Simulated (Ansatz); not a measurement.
# Cs (diamond type): how the settings move a single-point run

How sensitive is a single-point run of Cs (diamond type) to its settings? A reference run comes first, then one run with altered input.

Program: Ansatz 0.2.0. Level of theory: reference: DFT, PBE, PAW with Ansatz's default frozen-core files, scalar-relativistic. These are calculated values, not measurements.

1 further run of the same task is left out (it didn't finish).

## Step 1: The starting structure

The structure is cubic, space group Fd-3m (No. 227). The conventional cell has a = 11.035 Å, b = 11.035 Å, c = 11.035 Å, α = 90.00°, β = 90.00°, γ = 90.00°.

Structure file:

```
CELL_PARAMETERS angstrom
0.00000 5.51762 5.51762
5.51762 0.00000 5.51762
5.51762 5.51762 0.00000
ATOMIC_POSITIONS crystal
Cs 0.87500 0.87500 0.87500
Cs 0.12500 0.12500 0.12500
```

## Step 2: Baseline

The input, input.yaml:

```yaml
crystal:
  lattice:
    - [0.0, 5.5176176701, 5.5176176701]
    - [5.5176176701, 0.0, 5.5176176701]
    - [5.5176176701, 5.5176176701, 0.0]
  atoms:
    - { symbol: Cs, position: [-0.125, -0.125, -0.125] }
    - { symbol: Cs, position: [0.125, 0.125, 0.125] }
kpoints:
  mp_grid: { grid: [6, 6, 6] }
scf:
  occupations: { method: fermi_dirac, width: 0.08 }
hamiltonian:
  xc: pbe
  pseudopotentials: { kind: paw, partial_waves: polarizable }
output:
  forces: true
  stress: true
  eigenvalues: true
```

On the command line:

```bash
> ansatz run input.yaml --threads 1 --pin off --max-ram 2048MiB --backend cpu --events-out ev --progress --plain --runs-dir out
```

Excerpt of the output:

```text
[...]
Basis set: ecut = 420 eV, 6615 PW (Γ), exchange–correlation on 108×108×108 points (8 copies of the dense FFT grid, shifted against one another)
[...]
k-points: 16 of 216
[...]
SCF iter   1: F=—  HF=-11341.026181 eV  |F-HF|=—  |Δ(HF+E_count)|=         —  Δρ=7.53e-4  dr2=9.88e-3  ethr=1.77e-3  ⟨swp⟩=6.5  Hψ=1376  notcnv=0
preconditioner: auto → Kerker (q_TF=auto, 1.675 Å⁻¹)  [metal: Δε(μ)=0.246 eV  Ē_g=1.493 eV  σ=0.080 eV  W_gap=0.50  n_scr=26 (ndim 8)  ℏωp=2.9 eV  f_vac=0.094  D(μ)=1.79/eV (n_scr^D=0)]
SCF iter   2: F=—  HF=-11341.028796 eV  |F-HF|=—  |Δ(HF+E_count)|=   2.61e-3  Δρ=5.04e-4  dr2=5.80e-3  ethr=5.49e-5  ⟨swp⟩=2.6  Hψ=439  notcnv=0
[...]
SCF iter   5: F=—  HF=-11341.031214 eV  |F-HF|=—  |Δ(HF+E_count)|=   7.71e-5  Δρ=2.78e-5  dr2=3.68e-6  ethr=3.47e-7  ⟨swp⟩=2.0  Hψ=359  notcnv=0
SCF iter   6: F=-11341.031223 eV  HF=-11341.031222 eV  |F-HF|=2.11e-7  |Δ(HF+E_count)|=   7.85e-6  Δρ=6.06e-6  dr2=9.14e-8  ethr=5.56e-10  ⟨swp⟩=7.1  Hψ=1362  notcnv=0
[...]
SCF converged after 6 iterations
Free energy (F): -11341.031223 eV
[...]
E sigma→0 (E₀):  -11341.010612 eV
[...]
Fermi energy:    0.989618 eV
[...]
  P = ⅓ Tr σ = 0.0898 GPa (0.898 kbar)
[...]
```

It took 3.6 s on 1 thread of Intel Xeon Platinum 8375C at 2.90GHz (Ice Lake), shared host; peak memory 0.54 GiB.

## Step 3: Changing settings: accuracy high, ecutwfc 550 eV

input.yaml: that of step 2 with these lines changed.

```diff
@@ -19 +19,4 @@
   eigenvalues: true
+accuracy: high
+basis:
+  ecutwfc: "550 eV"
```

On the command line:

```bash
> ansatz run input.yaml --threads 1 --pin off --max-ram 2048MiB --backend cpu --events-out ev --progress --plain --runs-dir out
```

Output:

```text
Engine: ansatz 0.2.0
Pseudopotentials: kind: paw
Pseudopotential: Cs, paw, valence charge 9, recommended cutoff 420 eV (normal)
Functional definition: PBE
  parameter kappa = 0.804
  parameter beta = 0.06672455060314922
  exchange = pbe_x(kappa = kappa, mu = beta*pi^2/3)
  correlation = pbe_c(beta = beta)
Crystal: 2 atoms, lattice volume = 335.958 Å³
Basis set: ecut = 550 eV, 9841 PW (Γ), exchange–correlation on 144×144×144 points (8 copies of the dense FFT grid, shifted against one another)
Bands: 13, of which v1, the nominal top of the filled ones, is band 9 counted from 1 (8 counted from 0)
Symmetry: 48 space group operations
Space group: Fd-3m (ITA 227), of the structure as read, at distance tolerance 7.0e-5 Å
k-points: 16 of 216
Non-local potential: Cs, projectors of the file, l = 0: 3, l = 1: 2, l = 2: 2, l = 3: 2
PAW form: soft (Blöchl's): semilocal exchange-correlation on the pseudo side does not see the compensation charge
PAW one-centre angular grid: Cs, 194 points (default); XC on 64 Gauss nodes
Initial density: superposition of atomic densities (neutral atoms: chi_scale 0, normalization atom), corrected by the library's trained network
Initial wavefunctions: pseudopotential atomic-orbital guess
Functional: x = pbe(κ = 0.804, μ = 0.2195149727645171), c = pbe(β = 0.06672455060314922)
Partial waves of Cs: polarizable
SCF iter   1: F=—  HF=-11341.026407 eV  |F-HF|=—  |Δ(HF+E_count)|=         —  Δρ=7.56e-4  dr2=9.88e-3  ethr=1.77e-3  ⟨swp⟩=6.5  Hψ=1374  notcnv=0
preconditioner: auto → Kerker (q_TF=auto, 1.675 Å⁻¹)  [metal: Δε(μ)=0.246 eV  Ē_g=1.493 eV  σ=0.080 eV  W_gap=0.50  n_scr=26 (ndim 8)  ℏωp=2.9 eV  f_vac=0.093  D(μ)=1.79/eV (n_scr^D=0)]
SCF iter   2: F=—  HF=-11341.029086 eV  |F-HF|=—  |Δ(HF+E_count)|=   2.68e-3  Δρ=5.03e-4  dr2=5.78e-3  ethr=5.49e-5  ⟨swp⟩=2.6  Hψ=452  notcnv=0
preconditioner: auto → Resta (q_TF=auto, 1.675 Å⁻¹)  ε∞=4.7  [insulator: Δε(μ)=0.245 eV  Ē_g=1.492 eV  σ=0.080 eV  W_gap=0.50  n_scr=26 (ndim 8)  ℏωp=2.9 eV  f_vac=0.087  D(μ)=1.80/eV (n_scr^D=0)  ε∞_Penn≈4.7]
SCF iter   3: F=—  HF=-11341.031183 eV  |F-HF|=—  |Δ(HF+E_count)|=   2.10e-3  Δρ=2.49e-4  dr2=1.73e-3  ethr=3.21e-5  ⟨swp⟩=2.1  Hψ=240  notcnv=0
SCF iter   4: F=—  HF=-11341.031473 eV  |F-HF|=—  |Δ(HF+E_count)|=   2.90e-4  Δρ=1.03e-4  dr2=5.96e-5  ethr=9.64e-6  ⟨swp⟩=3.0  Hψ=353  notcnv=0
SCF iter   5: F=—  HF=-11341.031508 eV  |F-HF|=—  |Δ(HF+E_count)|=   3.52e-5  Δρ=2.80e-5  dr2=3.86e-6  ethr=3.31e-7  ⟨swp⟩=2.0  Hψ=359  notcnv=0
iter 6 met the thresholds in force, and the SCF goes on for the forces or the stress (scf.convergence.dr2_threshold)
SCF iter   6: F=-11341.031517 eV  HF=-11341.031517 eV  |F-HF|=1.75e-7  |Δ(HF+E_count)|=   8.28e-6  Δρ=5.72e-6  dr2=8.61e-8  ethr=5.56e-10  ⟨swp⟩=7.1  Hψ=1375  notcnv=0
SCF iter   7: F=—  HF=-11341.031517 eV  |F-HF|=—  |Δ(HF+E_count)|=   1.83e-7  Δρ=1.00e-6  dr2=9.27e-9  ethr=4.78e-10  ⟨swp⟩=2.0  Hψ=342  notcnv=0
SCF iter   8: F=—  HF=-11341.031517 eV  |F-HF|=—  |Δ(HF+E_count)|=   2.83e-8  Δρ=2.10e-7  dr2=2.14e-10  ethr=5.15e-11  ⟨swp⟩=2.2  Hψ=378  notcnv=0
SCF iter   9: F=—  HF=-11341.031517 eV  |F-HF|=—  |Δ(HF+E_count)|=   1.03e-9  Δρ=7.39e-8  dr2=3.32e-11  ethr=1.00e-12  ⟨swp⟩=7.6  Hψ=970  notcnv=0
SCF iter  10: F=-11341.031517 eV  HF=-11341.031517 eV  |F-HF|=5.46e-12  |Δ(HF+E_count)|=  2.18e-11  Δρ=1.00e-8  dr2=8.49e-13  ethr=1.00e-12  ⟨swp⟩=6.1  Hψ=904  notcnv=0
SCF 1 converged in 10 iterations: F = -11341.031517 eV  dr2 = 8.49e-13
SCF converged after 10 iterations
Free energy (F): -11341.031517 eV
Harris-Foulkes:  -11341.031517 eV  (|F-HF|=5.46e-12)
Internal energy: -11340.990293 eV  (E = F + TS)
E sigma→0 (E₀):  -11341.010905 eV
Entropy (-TS):   -0.041223 eV (-20.612 meV/atom)
Fermi energy:    0.989647 eV
--- Per-component energies (eV) ---
  E_band       = -214.307734
  E_kinetic    = 280.848581
  E_local      = -1003.028302  (includes V_loc(G=0)·N_el)
  E_nonlocal   = 60.630810
  E_hartree    = 368.592147
  E_xc         = -345.078185
  E_vxc        = -248.193330  (∫ρ·V_xc dr)
  E_paw        = -10133.596706  (= ΣΔE_a)
  E_vpaw       = -41.749780  (= ΣTr[D̂ρ^β])
  E_aug_tail   = -0.000000  (compensation charges beyond the density's cutoff)
  E_ewald      = -569.358637
  E_smearing   = -0.041223  (= −TS)
  E_closure    = 0.000000  (closes the sum)
  Σ components = -11341.031517   (vs F -11341.031517, Δ=0.00e0)
--- Forces (eV/Å), atoms counted from 1 ---
  atom   1  Cs    -0.00000000     0.00000000    -0.00000000
  atom   2  Cs     0.00000000     0.00000000    -0.00000000
  max |Σ_I F_I| component: 5.78e-18 eV/Å
--- Stress (GPa, compression-positive) ---
        0.089855       0.000000       0.000000
        0.000000       0.089855      -0.000000
        0.000000       0.000000       0.089855
  P = ⅓ Tr σ = 0.0899 GPa (0.899 kbar)
--- Band table (eV; the first three rows and the last of 16) ---
  k-point 0: bands = ["-23.3533", "-23.3293", "-10.2101", "-10.2101", "-10.2101", "-10.0852", "-10.0852", "-10.0852", "-0.3970", "2.2995", "2.2995", "2.3650", "2.3650"]
  k-point 1: bands = ["-23.3521", "-23.3305", "-10.2136", "-10.2136", "-10.2092", "-10.0868", "-10.0817", "-10.0817", "-0.2711", "2.1197", "2.1816", "2.1816", "2.4838"]
  k-point 2: bands = ["-23.3492", "-23.3334", "-10.2201", "-10.2201", "-10.2076", "-10.0899", "-10.0750", "-10.0750", "0.0786", "1.4746", "2.1072", "2.1072", "2.3096"]
  k-point 15: bands = ["-23.3413", "-23.3413", "-10.2366", "-10.2366", "-10.1492", "-10.1492", "-10.0589", "-10.0589", "1.0900", "1.0900", "1.4511", "1.4511", "2.5788"]
```

Run time: 8.2 s. Hardware: 1 thread of Intel Xeon Platinum 8375C at 2.90GHz (Ice Lake), shared host; peak memory 0.78 GiB.

Changing the accuracy level and cutoff hardly moves the energy: -0.1 meV/atom. Cost: 10 SCF cycles against 6, 8.2 s against 3.6 s.

## Step 4: All runs together

```csv
run,ending,energy change,pressure (GPa),gap (eV),force (eV/Å),cycles,time
reference,converged,0,0.1,0.00,0.00,6,3.6 s
"1: accuracy high, ecutwfc 550 eV",converged,-0.1 meV/atom,0.1,0.00,0.00,10,8.2 s
```

Residual by cycle in the longest SCF loop of each run; runs are numbered as in the table. The quantity is the density residual dr2, in eV.

```csv
cycle,reference,run 1
1,0.00988,0.00988
2,0.0058,0.00578
3,0.00174,0.00173
4,6.3e-5,6.0e-5
5,3.7e-6,3.9e-6
6,9.1e-8,8.6e-8
7,-,9.3e-9
8,-,2.1e-10
9,-,3.3e-11
10,-,8.5e-13
```

**Reading.** Changing the accuracy level and cutoff hardly moves the energy: -0.1 meV/atom. Cost: 10 SCF cycles against 6, 8.2 s against 3.6 s.
